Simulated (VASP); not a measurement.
Write the native input for VASP 6.6.1 that does the following.

```
Task                   : band structure
Functional             : LDA
Potentials or basis    : VASP PAW LDA potentials, release 64 (Se)
Cutoff                 : 520 eV
k mesh                 : 7 × 7 × 7
Occupations            : fermi-dirac, width 0.05 eV
Spin                   : no spin polarisation
Further INCAR settings : ALGO = Normal; EDIFF = 1e-06
```

The structure of Se lies in POSCAR:

```
Se
1.0
    2.8105630200      0.0000000000      0.0000000000
    0.0000000000      2.8105630200      0.0000000000
    0.0000000000      0.0000000000      2.8105630200
Se
1
Direct
    0.0000000000      0.0000000000      0.0000000000
```

This isn't the form of Se at room conditions, which is trigonal, of chains.

One way to write it, as run:

INCAR

```
SYSTEM = Se
ALGO     = Normal         ! electronic algorithm
EDIFF    = 1E-6           ! SCF threshold, eV
ENCUT    = 520            ! plane-wave cutoff, eV
GGA      = CA             ! functional
ISIF     = 2              ! what is computed and relaxed
ISMEAR   = -1             ! smearing method
LASPH    = .True.         ! aspherical terms in the spheres
LCHARG   = .False.        ! write CHGCAR
LREAL    = .False.        ! projectors in reciprocal space
LWAVE    = .False.        ! write WAVECAR
NELM     = 80             ! most SCF steps
PREC     = Accurate       ! precision mode
SIGMA    = 0.05           ! smearing width, eV
```

KPOINTS

```
k-points
0
Gamma
  7 7 7
  0 0 0
```

KPOINTS_OPT

```
path GXMGRX,MR
20
line-mode
reciprocal
 0.0000000000  0.0000000000  0.0000000000  G
 0.0000000000  0.5000000000  0.0000000000  X

 0.0000000000  0.5000000000  0.0000000000  X
 0.5000000000  0.5000000000  0.0000000000  M

 0.5000000000  0.5000000000  0.0000000000  M
 0.0000000000  0.0000000000  0.0000000000  G

 0.0000000000  0.0000000000  0.0000000000  G
 0.5000000000  0.5000000000  0.5000000000  R

 0.5000000000  0.5000000000  0.5000000000  R
 0.0000000000  0.5000000000  0.0000000000  X

 0.5000000000  0.5000000000  0.0000000000  M
 0.5000000000  0.5000000000  0.5000000000  R
```

Potentials or basis: VASP PAW LDA potentials, release 64 (Se).

Launch:

```bash
$ cat potpaw_LDA.64/Se/POTCAR > POTCAR
$ mpirun -np 1 vasp_std > vasp.out
```

Results of the run:

| Item | Value |
| --- | --- |
| Pressure | -3.6 GPa |
| Band gap along the path | none (metal or under the smearing width) |

It took 6.2 s on 1 thread of Intel(R) Xeon(R) 6975P-C (Granite Rapids) (shared host), peak memory 0.12 GiB.
